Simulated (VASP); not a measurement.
La2O3:

```xyz
5
Lattice="3.9380 0.0000 0.0000 -1.9690 3.4104 0.0000 0.0000 0.0000 6.1360" Properties=species:S:1:pos:R:3 pbc="T T T"
La    0.0000    2.2736    1.5058
La    1.9690    1.1368    4.6302
O     0.0000    2.2736    3.9706
O     1.9690    1.1368    2.1654
O     0.0000    0.0000    0.0000
```

The cell was built by a generator and needn't be a form met in nature.

Base run:

- Program: VASP 6.6.1
- Functional: SCAN
- Potentials or basis: VASP PAW PBE potentials, release 64 (La, O)
- Cutoff: 520 eV
- k mesh: 8 × 8 × 5
- Occupations: gaussian, width 0.05 eV
- Spin: no spin polarisation

Its results: band gap on the k mesh 4.31 eV, indirect (least direct gap 4.46 eV); pressure -1.7 GPa; largest force 0.187 eV/Å.

**Question.** The run is repeated on the same cell with these changes: functional from SCAN to PBE; further incar settings from ALGO = Normal; EDIFF = 1e-06 to ALGO = Fast; EDIFF = 1e-07; NBANDS = 68. What comes out?

**Answer.** Band gap on the k mesh 3.89 eV, indirect (least direct gap 4.07 eV); pressure 0.5 GPa; largest force 0.128 eV/Å.

Caveats: spin-orbit coupling is left out, which moves the levels of the heavy elements; an odd mesh through Γ misses points on the zone boundary, where band edges often lie; the PAW data sets were made with another functional, which shifts forces and pressure a little (some runs).

Not every run made on this cell is shown here.
